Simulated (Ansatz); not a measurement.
Crystal: TePt.

```
Pt Te
1.0
     1.98157    1.14406    6.66103
    -1.98157    1.14406    6.66103
     0.00000   -2.28812    6.66103
Pt Te
2 2
Cartesian
  0.0000 0.0000 2.5911
  0.0000 0.0000 17.3920
  0.0000 0.0000 8.0332
  0.0000 0.0000 11.9499
```

Base run:

```yaml
Program: Ansatz 0.2.0
Functional: PBEsol
Potentials_or_basis: all-electron LAPW, scalar-relativistic
Cutoff: 288 eV
Density_cutoff: 1152 eV
Basis_error_allowed: 0.002 eV/atom
k_mesh: 8 × 8 × 8
Occupations: fermi-dirac, width 0.05 eV
Spin: no spin polarisation
Hubbard_terms: Pt d U = 4 eV
```

Its results: band gap on the k mesh none (metal or under the smearing width); pressure -0.3 GPa; largest force 0.153 eV/Å.

The run is repeated on the same cell with these changes: hubbard terms from Pt d U = 4 eV to Pt d U = 8 eV. What comes out?

Band gap on the k mesh none (metal or under the smearing width); pressure 0.3 GPa; largest force 0.216 eV/Å.

Caveats: U is the effective U less J, on atomic orbitals that reach past the spheres; U without spin polarisation on a metal has little footing; the U is typed as a test and isn't derived for this compound.

Not every run made on this cell is shown here.
